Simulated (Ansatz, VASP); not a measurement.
**Sc: VASP beside Ansatz**

```
Sc
1.0
     3.13125    0.00000    0.00000
    -1.56562    2.71174    0.00000
     0.00000    0.00000    4.85187
Sc
2
Direct
  0.33333 0.66667 0.25000
  0.66667 0.33333 0.75000
```

Alike in both runs: functional PBEsol; k mesh 14 × 14 × 8; occupations fermi-dirac, width 0.1 eV; no spin polarisation.

Ansatz relaxed the structure, and its values are those at the end. VASP's run is a single point on that final structure, the one shown.

```csv
,VASP,Ansatz
version,VASP 6.6.1,Ansatz 0.2.0
potentials or method,"VASP PAW PBE potentials, release 64 (Sc_sv)","PAW with Ansatz's default frozen-core files, scalar-relativistic"
plane-wave cutoff (eV),520,420
valence electrons in the cell,22,22
```

```tsv
	VASP	Ansatz	Ansatz less VASP
pressure (GPa)	10.0	10.0	-0.05
```

Ansatz warned: «force_scf_threshold_loose».

Caveats: the PAW data sets were made with another functional, which shifts forces and pressure a little (VASP).
